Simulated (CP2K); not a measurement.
The system is BN.

```
N B
1.0
     2.55394    0.00000    0.00000
    -1.27697    2.21178    0.00000
     0.00000    0.00000    4.22685
N B
2 2
Direct
  0.33333 0.66667 0.12528
  0.66667 0.33333 0.62528
  0.33333 0.66667 0.49972
  0.66667 0.33333 0.99972
```

Measurements of this composition are mostly on another form, of space group No. 194.

Base run:

| Item | Value |
| --- | --- |
| Program | CP2K 2026.2 |
| Functional | optB88-vdW |
| Potentials or basis | POTENTIAL_UZH N GTH-PBE-q5, B GTH-PBE-q3; TZVP-MOLOPT-PBE-GTH basis |
| Density cutoff | 9184 eV |
| k mesh | 12 × 12 × 6 |
| Occupations | fermi-dirac, width 0.05 eV |
| Spin | no spin polarisation |

Its results: band gap on the k mesh 5.43 eV, indirect (least direct gap 8.12 eV); pressure 1.1 GPa; largest force 0.012 eV/Å.

Problem. After a change of settings the same cell gave: band gap on the k mesh 5.03 eV, indirect (least direct gap 7.52 eV); pressure -2.2 GPa; largest force 0.007 eV/Å. Which change was it?
A. functional from optB88-vdW to vdW-DF2
B. functional from optB88-vdW to M06-L
C. functional from optB88-vdW to LDA
D. functional from optB88-vdW to WC

Solution. D.

Caveats: the potentials were made for another functional, which shifts forces and pressure; the basis of atomic orbitals isn't converged, which shifts pressures, moduli and gaps.

Runs at the PBE level aren't shown here.
